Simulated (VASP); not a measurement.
# La (P6_3/mmc) in VASP: further runs

One crystal, La, is run at these levels: LDA; tasks: single point.

All numbers are computed with VASP 6.6.1; they aren't measurements. Logs are shortened: lines on timing, memory, paths and dates and some standing lists are left out, and cuts for length are marked.

## (1) The structure

Symmetry: P6_3/mmc, No. 194, hexagonal system. Conventional cell: a = 3.750 Å, b = 3.750 Å, c = 6.070 Å, α = 90.00°, β = 90.00°, γ = 120.00°. La (site symmetry -6m2) has 12 La at 3.73 to 3.75 Å as nearest neighbours.

This isn't the form of La at room conditions, which is double hcp.

## (2) Single point, LDA

The input, INCAR:

```
SYSTEM = La
PREC = Accurate ; ENCUT = 350
EDIFF = 1E-6 ; ISMEAR = -1
SIGMA = 0.1 ; LREAL = .FALSE.
LASPH = .TRUE. ; NELM = 100
ALGO = Normal ; ISIF = 2
LWAVE = .FALSE. ; LCHARG = .FALSE.
GGA = CA ; ADDGRID = .FALSE.
```

The input, KPOINTS:

```
Automatic mesh
0
G
  7 7 4
  0 0 0
```

The input, POSCAR:

```
La
1.0
    3.7500000000      0.0000000000      0.0000000000
   -1.8750000000      3.2475952642      0.0000000000
    0.0000000000      0.0000000000      6.0700000000
La
2
Direct
    0.6666666667      0.3333333333      0.7500000000
    0.3333333333      0.6666666667      0.2500000000
```

Potentials or basis: VASP PAW LDA potentials, release 64 (La).

Run with:

```
$ cat potpaw_LDA.64/La/POTCAR > POTCAR
$ mpirun -np 1 vasp_std > vasp.out
```

OUTCAR:

```text
SYSTEM = La
   PREC = Accurate
   ENCUT = 350
   EDIFF = 1E-6
   ISMEAR = -1
   LREAL = .FALSE.
   LASPH = .TRUE.
   NELM = 100
   ISIF = 2
   GGA = CA

 Found     24 irreducible k-points:

 Following reciprocal coordinates:
            Coordinates               Weight
  0.000000  0.000000  0.000000      1.000000
  0.142857  0.000000  0.000000      6.000000
  0.285714  0.000000  0.000000      6.000000
  0.428571  0.000000  0.000000      6.000000
  0.142857  0.142857  0.000000      6.000000
  0.285714  0.142857  0.000000     12.000000
   k-points           NKPTS =     24   k-points in BZ     NKDIM =     24   number of bands    NBANDS=     15
   number of dos      NEDOS =    301   number of ions     NIONS =      2
   total plane-waves  NPLWV =  23040
   dimension x,y,z NGX =    24 NGY =   24 NGZ =   40
   dimension x,y,z NGXF=    48 NGYF=   48 NGZF=   80
   ions per type =               2
   NGX,Y,Z   is equivalent  to a cutoff of  10.64, 10.64, 10.96 a.u.
   NGXF,Y,Z  is equivalent  to a cutoff of  21.28, 21.28, 21.91 a.u.
 SYSTEM =  La
   PREC   = accura    normal or accurate (medium, high low for compatibility)
   ISTART =      0    job   : 0-new  1-cont  2-samecut
   ICHARG =      2    charge: 1-file 2-atom 10-const
   ISPIN  =      1    spin polarized calculation?
   LNONCOLLINEAR =      F non collinear calculations
   LSORBIT =      F    spin-orbit coupling
   LASPH  =      T    aspherical Exc in radial PAW
   ENCUT  =  350.0 eV  25.72 Ry    5.07 a.u.   5.72  5.72  9.26*2*pi/ulx,y,z
   NELM   =    100;   NELMIN=  2; NELMDL= -5     # of ELM steps
   EDIFF  = 0.1E-05   stopping-criterion for ELM
   LREAL  =      F    real-space projection
   EDIFFG = 0.1E-04   stopping-criterion for IOM
   NSW    =      0    number of steps for IOM
   IBRION =     -1    ionic relax: 0-MD 1-quasi-New 2-CG
   NFREE  =      0    steps in history (QN), initial steepest desc. (CG)
   ISIF   =      2    stress and relaxation
   ISYM   =      2    0-nonsym 1-usesym 2-fastsym
   POTIM  = 0.5000    time-step for ionic-motion
   TEBEG  =    0.0;   TEEND  =   0.0 temperature during run
   PSTRESS=    0.0 pullay stress
   NELECT =      22.0000    total number of electrons
   NUPDOWN=      -1.0000    fix difference up-down
   EMIN   =  10.00;   EMAX   =-10.00  energy-range for DOS
   EFERMI =   0.00;   METHOD = LEGACY
   ISMEAR =    -1;   SIGMA  =   0.10  broadening in eV -4-tet -1-fermi 0-gaus
   EFERMI_NEDOS =   21; number of points for ismear=-14 and -15
   IALGO  =     38    algorithm
   IMIX   =      4    mixing-type and parameters
     AMIX     =   0.40;   BMIX     =  1.00
     AMIX_MAG =   1.60;   BMIX_MAG =  1.00
  volume/ion in A,a.u.               =      36.96       249.43
  Fermi-wavevector in a.u.,A,eV,Ry     =   1.093004  2.065478 16.254307  1.194658
  Thomas-Fermi vector in A             =   2.229281
   LORBIT       =      0    0 simple, 1 ext, 2 COOP (PROOUT), +10 PAW based schemes
   GGA     = CA    functional components
   LHFCALC =     F    Hartree Fock is set to
   AEXX    =    0.0000 exact exchange contribution
   IVDW    =     0    specifies the selected vdW correction
   LEPSILON=     F    determine dielectric tensor
   LRPA    =     F    only Hartree local field effects (RPA)
 non-spin polarized calculation
  energy-cutoff  :      350.00
  volume of cell :       73.92
 maximum number of plane-waves:      1108
 NGX is ok and might be reduce to    24
   NGX = 11   NGY = 11   NGZ = 19

 number of electron      22.0000001 magnetization

 Free energy of the ion-electron system (eV)
  ---------------------------------------------------
  ext. energy  EPLUGINS =         0.00000000
  ---------------------------------------------------
  free energy    TOTEN  =       -11.04359356 eV

  energy without entropy =      -10.89457800  energy(sigma->0) =      -10.96908578

 E-fermi :   7.6743     XC(G=0):  -9.7828

 val. band max:        7.6735915561   @ k =   0.2857   0.2857   0.5000
 cond. band min:       7.6802233208   @ k =   0.2857   0.2857   0.2500
 fundamental gap:      0.0066317648
 Fermi energy:         7.6743253681

 k-point     1 :       0.0000    0.0000    0.0000
  band No.  band energies     occupation
      1     -25.0317      2.00000
      2     -24.8221      2.00000
      3      -9.4369      2.00000
      4      -8.2082      2.00000
      5      -8.2082      2.00000
      6      -8.0172      2.00000
      7      -8.0172      2.00000
      8      -7.9842      2.00000
      9       4.5040      2.00000
     10       5.9304      2.00000
     11       8.7050      0.00007
     12       8.9941      0.00000
     13       8.9945      0.00000
     14       9.0900      0.00000
     15       9.1659      0.00000

 k-point     2 :       0.1429    0.0000    0.0000
  band No.  band energies     occupation
      1     -24.9988      2.00000
      2     -24.8069      2.00000
      3      -9.3505      2.00000
      4      -8.4275      2.00000
      5      -8.2756      2.00000
      6      -8.2396      2.00000
      7      -8.0462      2.00000
      8      -8.0208      2.00000
      9       5.0257      2.00000
     10       6.3880      1.99999
     11       8.0521      0.04474
     12       8.6260      0.00015
     13       8.7565      0.00004
     14       8.9836      0.00000
     15       9.1354      0.00000

 k-point     3 :       0.2857    0.0000    0.0000
  band No.  band energies     occupation
      1     -24.9194      2.00000
      2     -24.7765      2.00000
      3      -9.1230      2.00000
      4      -8.8990      2.00000
      5      -8.6908      2.00000
      6      -8.4138      2.00000
      7      -8.1351      2.00000
      8      -8.1198      2.00000
      9       6.0451      2.00000
     10       6.6116      1.99995
     11       7.4418      1.82190
     12       8.0995      0.02807
     13       8.6897      0.00008
     14       8.8315      0.00002
     15       9.0719      0.00000

 k-point     4 :       0.4286    0.0000    0.0000
  band No.  band energies     occupation
      1     -24.8444      2.00000
      2     -24.7622      2.00000
      3      -9.2555      2.00000
      4      -9.0178      2.00000
      5      -8.8639      2.00000
      6      -8.5161      2.00000
      7      -8.3021      2.00000
      8      -8.1825      2.00000
      9       6.1466      2.00000
     10       6.5218      1.99998
     11       6.6691      1.99991
     12       8.7519      0.00004
     13       8.8876      0.00001
     14       8.9428      0.00001
     15       9.1486      0.00000

 k-point     5 :       0.1429    0.1429    0.0000
  band No.  band energies     occupation
      1     -24.9425      2.00000
      2     -24.7842      2.00000
      3      -9.1927      2.00000
      4      -8.6905      2.00000
      5      -8.6434      2.00000
      6      -8.3367      2.00000
      7      -8.1543      2.00000
      8      -8.0969      2.00000
      9       5.8753      2.00000
     10       7.0130      1.99732
     11       7.5291      1.62070
     12       7.8494      0.29595
     13       8.5064      0.00049
     14       8.5469      0.00032
     15       9.2822      0.00000

 k-point     6 :       0.2857    0.1429    0.0000
  band No.  band energies     occupation
      1     -24.8632      2.00000
      2     -24.7634      2.00000
      3      -9.0753      2.00000
      4      -8.9368      2.00000
      5      -8.9131      2.00000
      6      -8.5457      2.00000
      7      -8.2831      2.00000
      8      -8.2491      2.00000
      9       6.7460      1.99981
     10       6.8503      1.99947
     11       6.9015      1.99912
     12       8.0534      0.04416
     13       8.3879      0.00159
     14       8.8869      0.00001
     15       9.1636      0.00000

 [... further k-points ...]

------------------------ aborting loop because EDIFF is reached ----------------------------------------

  FORCE on cell =-STRESS in cart. coord.  units (eV):
  Direction    XX          YY          ZZ          XY          YZ          ZX
  --------------------------------------------------------------------------------------
  -------------------------------------------------------------------------------------
  Total       -1.4247873     -1.4247873     -1.0967585      0.0000000      0.0000000      0.0000000
  in kB      -30.8801035    -30.8801035    -23.7705778      0.0000000      0.0000000      0.0000000
  external PRESSURE =     -28.5102616 kB  Pullay stress =       0.0000000 kB

 VOLUME and BASIS-vectors are now :
 -----------------------------------------------------------------------------
  energy-cutoff  :      350.00
  volume of cell :       73.92
      direct lattice vectors                 reciprocal lattice vectors
     3.750000000  0.000000000  0.000000000     0.266666667  0.153960072  0.000000000
    -1.875000000  3.247595264  0.000000000     0.000000000  0.307920144  0.000000000
     0.000000000  0.000000000  6.070000000     0.000000000  0.000000000  0.164744646

 POSITION                                       TOTAL-FORCE (eV/Angst)
 -----------------------------------------------------------------------------------
      1.87500      1.08253      4.55250         0.000000     -0.000000      0.000000
     -0.00000      2.16506      1.51750        -0.000000      0.000000      0.000000
 -----------------------------------------------------------------------------------
    total drift:                                0.000000     -0.000000      0.000000

  FREE ENERGIE OF THE ION-ELECTRON SYSTEM (eV)
  ---------------------------------------------------
  free  energy   TOTEN  =       -11.0435935608 eV

  energy  without entropy=      -10.8945779993  energy(sigma->0) =      -10.96908578
```

It took 9.9 s on 1 thread of AMD EPYC 9R45 (Zen 5), shared host; peak memory 0.12 GiB.

The run converged, but some of its settings lie outside the range that counts as converged, so its numbers aren't taken as properties of the crystal.

Results:

```yaml
Free_energy: -11.0436 eV
Pressure: -2.9 GPa
Band_gap_on_the_k_mesh: none (metal or under the smearing width)
```

## (3) Single point, LDA

INCAR is that of step 2.

KPOINTS is that of step 2.

The input, POSCAR:

```
La
1.0
    3.7500000000      0.0000000000      0.0000000000
   -1.8750000000      3.2475952642      0.0000000000
    0.0000000000      0.0000000000      6.0700000000
La
2
Direct
    0.6527560000      0.3219160000      0.7382770000
    0.3157440000      0.6620370000      0.2676620000
```

Potentials or basis: VASP PAW LDA potentials, release 64 (La).

Run with:

```
$ cat potpaw_LDA.64/La/POTCAR > POTCAR
$ mpirun -np 1 vasp_std > vasp.out
```

It took 35 s on 1 thread of AMD EPYC 9R45 (Zen 5), shared host; peak memory 0.16 GiB.

The run converged, but some of its settings lie outside the range that counts as converged, so its numbers aren't taken as properties of the crystal.

What came out:

* Free energy: -11.0288 eV
* Pressure: -2.7 GPa
* Largest force: 0.197 eV/Å
* Band gap on the k mesh: none (metal or under the smearing width)
